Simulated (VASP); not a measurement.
# Se (R-3m) in VASP: a series of runs, part 2 of 2

VASP 6.6.1. Earlier steps stand in the parts before.

## (3) Relaxation of cell and atoms, r2SCAN+rVV10, target pressure 125 GPa, at which the enthalpy is minimised

This run uses another cell than the first one, of 12.08 Å³/atom, 1.067 times its volume.

The input, INCAR:

```
ALGO = Normal ; BPARAM = 11.95
CPARAM = 0.0093 ; EDIFF = 1E-7
EDIFFG = -0.002 ; ENCUT = 520
IBRION = 2 ; ISIF = 3
ISMEAR = 0 ; IVDW_NL = 2
LASPH = True ; LCHARG = False
LMIXTAU = True ; LREAL = False
LUSE_VDW = True ; LWAVE = False
METAGGA = R2SCAN ; NELM = 60
NSW = 80 ; PREC = Accurate
PSTRESS = 1250.0 ; SIGMA = 0.02
```

The input, KPOINTS:

```
k-points
0
Gamma
  15 15 15
```

The input, POSCAR:

```
Se                                      
1.0
    1.9648298810      1.1343950648      0.9030006910
   -1.9648298810      1.1343950648      0.9030006910
    0.0000000000     -2.2687901296      0.9030006910
  Se            
     1
Direct
     0.0000000000000000    0.0000000000000000    1.0000000000000000
```

Potentials or basis: VASP PAW PBE potentials, release 64 (Se).

Command:

```
> cat potpaw_PBE.64/Se/POTCAR > POTCAR
> mpirun -np 1 vasp_std > vasp.out
```

OUTCAR:

```text
BPARAM = 11.95
   EDIFF = 1E-7
   EDIFFG = -0.002
   ENCUT = 520
   IBRION = 2
   ISIF = 3
   ISMEAR = 0
   IVDW_NL = 2
   LASPH = True
   LREAL = False
   METAGGA = R2SCAN
   NELM = 60
   NSW = 80
   PREC = Accurate
   PSTRESS = 1250.0

 ion  position               nearest neighbor table
   1  0.000  0.000  0.000-

  LATTYP: Found a trigonal (rhomboedric) cell.
 ALAT       =     2.4418883824
 COS(alpha) =    -0.2948763140

  Lattice vectors:

 A1 = (   1.9648298810,   1.1343950648,   0.9030006910)
 A2 = (  -1.9648298810,   1.1343950648,   0.9030006910)
 A3 = (   0.0000000000,  -2.2687901296,   0.9030006910)

Analysis of symmetry for initial positions (statically):
=====================================================================
 Subroutine PRICEL returns:
 Original cell was already a primitive cell.

 Routine SETGRP: Setting up the symmetry group for a
 trigonal (rhombohedral) supercell.

 Subroutine GETGRP returns: Found 12 space group operations
 (whereof 12 operations were pure point group operations)
 out of a pool of 12 trial point group operations.

The static configuration has the point symmetry D_3d.

Analysis of symmetry for dynamics (positions and initial velocities):
=====================================================================
 Subroutine PRICEL returns:
 Original cell was already a primitive cell.

 Routine SETGRP: Setting up the symmetry group for a
 trigonal (rhombohedral) supercell.

 Subroutine GETGRP returns: Found 12 space group operations
 (whereof 12 operations were pure point group operations)
 out of a pool of 12 trial point group operations.

The dynamic configuration has the point symmetry D_3d.

 Subroutine INISYM returns: Found 12 space group operations
 (whereof 12 operations are pure point group operations),
 and found     1 'primitive' translations

----------------------------------------------------------------------------------------
[... 116 lines left out ...]
   METAGGA = R2SCAN    functional components
   LHFCALC =     F    Hartree Fock is set to
   AEXX    =    0.0000 exact exchange contribution
   IVDW_NL    =     2    kernel type
   BPARAM     =11.9500
   IVDW    =     0    specifies the selected vdW correction
   LEPSILON=     F    determine dielectric tensor
   LRPA    =     F    only Hartree local field effects (RPA)
 conjugate gradient relaxation of ions
 non-spin polarized calculation
 Gauss-broadening in eV      SIGMA  =   0.02
  energy-cutoff  :      520.00
  volume of cell :       12.08
 maximum number of plane-waves:       340
   NGX =  9   NGY =  9   NGZ =  9

 number of electron       6.0000000 magnetization

 Free energy of the ion-electron system (eV)
  ---------------------------------------------------
  ext. energy  EPLUGINS =         0.00000000
  ---------------------------------------------------
  free energy    TOTEN  =       -11.57624567 eV

  energy without entropy =      -11.57615774  energy(sigma->0) =      -11.57620170

 E-fermi :  13.5838     XC(G=0): -13.8919

 val. band max:       13.5833580447   @ k =  -0.3333   0.2000   0.1333
 cond. band min:      13.6106744334   @ k =   0.2000   0.2000   0.0667
 fundamental gap:      0.0273163887
 Fermi energy:        13.5837715978

 k-point     1 :       0.0000    0.0000    0.0000
  band No.  band energies     occupation
      1     -10.0689      2.00000
      2      18.5956      0.00000
      3      20.9714      0.00000
      4      20.9714      0.00000
      5      26.1380      0.00000
      6      26.1380      0.00000
      7      28.7073      0.00000
[... 221 lines left out ...]
 k-point    24 :       0.2000    0.1333    0.0000
  band No.  band energies     occupation
      1      -7.3865      2.00000
      2       9.6559      2.00000
      3      12.4929      2.00000
      4      17.2369      0.00000
      5      25.8393      0.00000
      6      28.5000      0.00000
      7      31.8247      0.00000

 [... further k-points ...]

------------------------ aborting loop because EDIFF is reached ----------------------------------------

  FORCE on cell =-STRESS in cart. coord.  units (eV):
  Direction    XX          YY          ZZ          XY          YZ          ZX
  --------------------------------------------------------------------------------------
  -------------------------------------------------------------------------------------
  Total        9.4219445      9.4219446      9.4220309      0.0000000      0.0000000      0.0000000
  in kB     1250.0359641   1250.0359731   1250.0474249      0.0000000      0.0000000      0.0000000
  external PRESSURE =       0.0397874 kB  Pullay stress =    1250.0000000 kB

 VOLUME and BASIS-vectors are now :
 -----------------------------------------------------------------------------
  energy-cutoff  :      520.00
  volume of cell :       12.08
      direct lattice vectors                 reciprocal lattice vectors
     1.964829881  1.134395065  0.903000691     0.254474957  0.146921185  0.369139622
    -1.964829881  1.134395065  0.903000691    -0.254474957  0.146921185  0.369139622
     0.000000000 -2.268790130  0.903000691     0.000000000 -0.293842369  0.369139622

 POSITION                                       TOTAL-FORCE (eV/Angst)
 -----------------------------------------------------------------------------------
      0.00000      0.00000      0.00000         0.000000      0.000000      0.000000
 -----------------------------------------------------------------------------------
    total drift:                               -0.000000      0.000000      0.000000

  FREE ENERGIE OF THE ION-ELECTRON SYSTEM (eV)
  ---------------------------------------------------
  free  energy   TOTEN  =       -11.5762456681 eV

  energy  without entropy=      -11.5761577354  energy(sigma->0) =      -11.57620170

  enthalpy is  TOTEN    =        -2.1545722494 eV   P V=        9.4216734187

 reached required accuracy - stopping structural energy minimisation
```

CONTCAR:

```text
Se
   1.00000000000000
     1.9648298810000000    1.1343950648000001    0.9030006910000000
    -1.9648298810000000    1.1343950648000001    0.9030006910000000
     0.0000000000000000   -2.2687901296000001    0.9030006910000000
  Se
     1
Direct
     0.0000000000000000    0.0000000000000000    0.0000000000000000

  0.00000000E+00  0.00000000E+00  0.00000000E+00
```

It took 80 s on 1 thread of Intel Xeon Platinum 8488C (Sapphire Rapids), shared host; peak memory 0.19 GiB.

What came out:

| Property | Result |
| --- | --- |
| Free energy | -11.5762 eV |
| Pressure after relaxing | 125.0 GPa |
| Band gap on the k mesh | none (metal or under the smearing width) |

Final structure:
```cif
data_structure
_symmetry_space_group_name_H-M 'P 1'
_symmetry_Int_Tables_number 1
_cell_length_a 2.4419
_cell_length_b 2.4419
_cell_length_c 2.4419
_cell_angle_alpha 107.150
_cell_angle_beta 107.150
_cell_angle_gamma 107.150
_cell_volume 12.08
loop_
_atom_site_label
_atom_site_type_symbol
_atom_site_fract_x
_atom_site_fract_y
_atom_site_fract_z
_atom_site_occupancy
Se1 Se 0.00000 0.00000 0.00000 1
```

Caveat: the relaxation stopped at its first step, so nothing moved; the cell is relaxed towards a set pressure, so the enthalpy falls and the energy may rise; the PAW data sets were made with another functional, which shifts forces and pressure a little.
